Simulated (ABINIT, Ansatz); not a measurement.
# KI (Fm-3m): one start, several treatments of the self-energy, part 2 of 2

Wanted: the gap of KI (Fm-3m) under several approximations, with cost.

ABINIT 10.8.3; PBE and many-body steps on it, plane waves. Known limits of the many-body steps: not at the basis limit; no spin-orbit coupling.

So far. Step 6 (G0W0, Engel-Farid plasmon pole): Against G0W0 in ABINIT (4×4×4 mesh, 258 bands, screening to 247.6 eV, Godby-Needs plasmon pole), the gap moves by +0.052 eV. Step 7 (One-shot Hartree-Fock): Against G0W0 in ABINIT (4×4×4 mesh, 258 bands, screening to 247.6 eV, Godby-Needs plasmon pole), the gap moves by +4.429 eV.

### Step 8. Screening, 4×4×4 mesh, 258 bands, screening to 247.6 eV

This step: RPA screening on PBE, plane waves, norm-conserving pseudopotentials.

run.abi

```
acell 3*1.0 Angstrom
rprim 
  0.000000000000 3.532775000000 3.532775000000
  3.532775000000 0.000000000000 3.532775000000
  3.532775000000 3.532775000000 -0.000000000000
ntypat 2
znucl 19 53
natom 2
typat 1 2
xred 
  0.000000000000 0.000000000000 0.000000000000
  0.500000000000 0.500000000000 0.500000000000
pp_dirpath "pseudos"
pseudos "K.upf, I.upf"
ecut 33
ngkpt 4 4 4
nshiftk 1
shiftk 0 0 0
kptopt 1
chksymbreak 0
istwfk *1
occopt 1
irdwfk 1
optdriver 3
nband 258
ecuteps 9.1
inclvkb 2
awtr 1
symchi 1
gwcalctyp 2
nfreqre 16
freqremax 40 eV
nfreqim 8
spmeth 1
nomegasf 120
indata_prefix "in"
outdata_prefix "out"
tmpdata_prefix "tmp"
```

Started as:

```console
$ OMP_NUM_THREADS=1 mpirun -n 4 abinit run.abi > log
```

Numbers of over 12 decimals in the logs are rounded to 6 here.

The program printed:

```text
.Version 10.8.3 of ABINIT. v10.8.2 released Aug 2026.

 Symmetries : space group Fm -3 m (#225); Bravais cF (face-center cubic)
[... echo of the input left out ...]
== DATASET  1 ==================================================================
-   mpi_nproc: 4, omp_nthreads: 1 (-1 if OMP is not activated)

--- !DatasetInfo
iteration_state: {dtset: 1, }
dimensions: {natom: 2, nkpt: 8, mband: 258, nsppol: 1, nspinor: 1, nspden: 1, mpw: 5434, }
cutoff_energies: {ecut:  33.0, pawecutdg:  -1.0, }
electrons: {nelect:   1.60000000E+01, charge:   0.00000000E+00, occopt:   1.00000000E+00, tsmear:   1.00000000E-02, }

 SCREENING: Calculation of the susceptibility and dielectric matrices

 Based on a program developped by R.W. Godby, V. Olevano, G. Onida, and L. Reining.
 Incorporated in ABINIT by V. Olevano, G.-M. Rignanese, and M. Torrent.
.Using double precision arithmetic ; gwpc =  8

[... cell and pseudopotentials left out ...]
--------------------------------------------------------------------------------

 ==== K-mesh for the wavefunctions ====
 Number of points in the irreducible wedge :     8
[... list of points left out ...]
 Together with 48 symmetry operations and time-reversal symmetry
 yields    64 points in the full Brillouin Zone.

 ==== Q-mesh for the screening function ====
 Number of points in the irreducible wedge :     8
[... list of points left out ...]
 Together with 48 symmetry operations and time-reversal symmetry
 yields    64 points in the full Brillouin Zone.

 setmesh: FFT mesh size selected  =    40x   40x   40
          total number of points  =        64000

 vcoul_init : cutoff-mode = AUXILIARY_FUNCTION
 q-points for optical limit:   1
     1)      0.000010    0.000020    0.000030

- screening: taking advantage of time-reversal symmetry
- Maximum band index for partially occupied states nbvw = 8
- Remaining bands to be divided among processors   nbcw = 250
- Number of bands treated by each node ~62

 Number of electrons calculated from density =   16.0000; Expected =   16.0000
 average of density, n =  0.026887
 r_s =    2.0707
 omega_plasma =   15.8172 [eV]

 calculating chi0 at frequencies [eV] :
  1    0.000000E+00    0.000000E+00
  2    2.666667E+00    0.000000E+00
  3    5.333333E+00    0.000000E+00
[...]
23    0.000000E+00    4.028354E+01
 24    0.000000E+00    5.671966E+01

--------------------------------------------------------------------------------
  q-point number  1        q = ( 0.000000, 0.000000, 0.000000) [r.l.u.]
--------------------------------------------------------------------------------
[... chi0 elements left out ...]
  [... further frequencies ...]

 No. of calculated frequencies >  15, stop printing
 For q-point:  0.000010 0.000020 0.000030
  dielectric constant =   2.6728
  dielectric constant without local fields =   3.2999

  Average fulfillment of the sum rule on Im[epsilon] for q-point    1 :     88.66  [%]
[... wings left out ...]
  q-point number  2        q = ( 0.250000, 0.000000, 0.000000) [r.l.u.]
--------------------------------------------------------------------------------
[... chi0 elements left out ...]
  [... further frequencies ...]

 No. of calculated frequencies >  15, stop printing
  Average fulfillment of the sum rule on Im[epsilon] for q-point    2 :     93.50  [%]

 [... 6 further q-points ...]
```

Run time: 12 min. Hardware: 4 MPI ranks of Arm Neoverse V1, shared host; peak memory 5.5 GiB.

This step gave:

```yaml
eps_infinity_with_local_fields_on_this_mesh_along_the_program_s_q_direction: 2.673
the_same_without_local_fields: 3.300
plasma_frequency: 15.82 eV
plane_waves_in_the_screening_matrix: 749
```

### Step 9. G0W0, contour deformation

This step: G0W0 on PBE, plane waves, norm-conserving pseudopotentials.

Edit run.abi of step 8 so:

```diff
@@ -23,14 +23,15 @@
 irdwfk 1
-optdriver 3
+optdriver 4
 nband 258
+gwcalctyp 2
+ecutsigx 33
+symsigma 1
+nkptgw 1
+kptgw 
+  0.0000000000 0.0000000000 0.0000000000
+bdgw 
+  6 12
 ecuteps 9.1
-inclvkb 2
-awtr 1
-symchi 1
-gwcalctyp 2
-nfreqre 16
-freqremax 40 eV
-nfreqim 8
-spmeth 1
-nomegasf 120
+irdscr 1
+gwmem 01
 indata_prefix "in"
```

The program printed:

```text
.Version 10.8.3 of ABINIT. v10.8.2 released Aug 2026.

 Symmetries : space group Fm -3 m (#225); Bravais cF (face-center cubic)
[... echo of the input left out ...]
== DATASET  1 ==================================================================
-   mpi_nproc: 4, omp_nthreads: 1 (-1 if OMP is not activated)

--- !DatasetInfo
iteration_state: {dtset: 1, }
dimensions: {natom: 2, nkpt: 8, mband: 258, nsppol: 1, nspinor: 1, nspden: 1, mpw: 5434, }
cutoff_energies: {ecut:  33.0, pawecutdg:  -1.0, }
[...]
7   0.119 -11.176 -14.233   1.088   0.796  -0.257 -12.743  -1.567  -1.448
[...]
12   6.624  -7.766  -3.475  -3.054   0.832  -0.201  -6.737   1.029   7.653
       12   0.000   0.000   0.000   0.000   0.000   0.000   0.000   0.000   0.000

== END DATASET(S) ==============================================================
================================================================================

 -outvars: echo values of variables after computation  --------
           etotal      0.0000000000E+00
            nband         258
             nkpt           8
          spgroup         225
 [... the other variables as echoed above ...]

 Calculation completed.
```

Elapsed: 55 s, on 4 MPI ranks; peak memory 3.5 GiB; 3.7 min of CPU time.

Numbers from this step:

```
G0W0 gap on the points computed              : 6.012 eV
starting gap on the mesh                     : 3.962 eV
k of the valence top                         : 0, 0, 0
k of the conduction bottom                   : 0, 0, 0
least direct G0W0 gap on the computed points : 6.012 eV
```

Against G0W0 in ABINIT (4×4×4 mesh, 258 bands, screening to 247.6 eV, Godby-Needs plasmon pole), the gap moves by −0.055 eV.

### Step 10. The runs together

Times are wall times on 4 MPI ranks of Arm Neoverse V1, shared host, good to a factor of about two. A run's time includes the screening step that it read.

```csv
run,mesh,bands,screening cutoff (eV),DFT gap (eV),gap on the mesh (eV),direct (eV),ε∞ used,time
"G0W0, Godby-Needs plasmon pole",4×4×4,258,247.6,3.962,6.067,6.067,2.66,5.9 min
"G0W0, von der Linden-Horsch plasmon pole",4×4×4,258,247.6,3.962,6.246,6.246,2.66,5.1 min
"G0W0, Engel-Farid plasmon pole",4×4×4,258,247.6,3.962,6.119,6.119,2.66,5.1 min
one-shot Hartree-Fock,4×4×4,-,-,3.962,10.496,10.496,-,3 s
"G0W0, contour deformation",4×4×4,258,247.6,3.962,6.012,6.012,2.67,13 min
```

### Step 11. What came out

- G0W0, Godby-Needs plasmon pole: 6.067 eV
- G0W0, von der Linden-Horsch plasmon pole: 6.246 eV
- G0W0, Engel-Farid plasmon pole: 6.119 eV
- one-shot Hartree-Fock: 10.496 eV
- G0W0, contour deformation: 6.012 eV
- known limits: not at the basis limit; no spin-orbit coupling

**Reading.** G0W0, von der Linden-Horsch plasmon pole: +0.179 eV against G0W0, Godby-Needs plasmon pole. G0W0, Engel-Farid plasmon pole: +0.052 eV against G0W0, Godby-Needs plasmon pole. One-shot Hartree-Fock: +4.429 eV against G0W0, Godby-Needs plasmon pole. G0W0, contour deformation: −0.055 eV against G0W0, Godby-Needs plasmon pole. Bare exchange alone opens the gap to 10.50 eV; against G0W0, correlation takes back 4.43 eV. Bands and cutoff are finite, so the gap is not at the basis limit. The miss can reach some tenths of an eV and take either sign; the mesh is an error of its own. In the G0W0 runs levels were corrected at 1 k point alone, so a gap called «on the mesh» is the least over those, and an edge elsewhere would be missed. The many-body steps are scalar-relativistic: spin-orbit coupling is not in them.

[Paths, hosts, dates, memory and timing lines, banners, echoed tables and standing remarks are left out of the program output.]

[Logs are printed without paths, hosts, clocks, repeated set-up lines and the standing remarks that a program may print on its own settings, such as how far it seeks lower states.]

[Runs of the session that timed out or met a known fault of the program may be left out.]

[Hosts, paths, dates, database ids (printed as entryN), source tags and the programs' standing remarks are cut or masked in the printed files.]

[G0W0 gaps are taken among the corrected bands and points alone; a level outside them can change the order at an edge.]

[Where Ansatz stands beside ABINIT at settings called matched, ABINIT's density can come from a denser mesh and the files from another edition; pairs whose starting gaps differed by over 0.03 eV were left out, so agreement reads better than it is.]
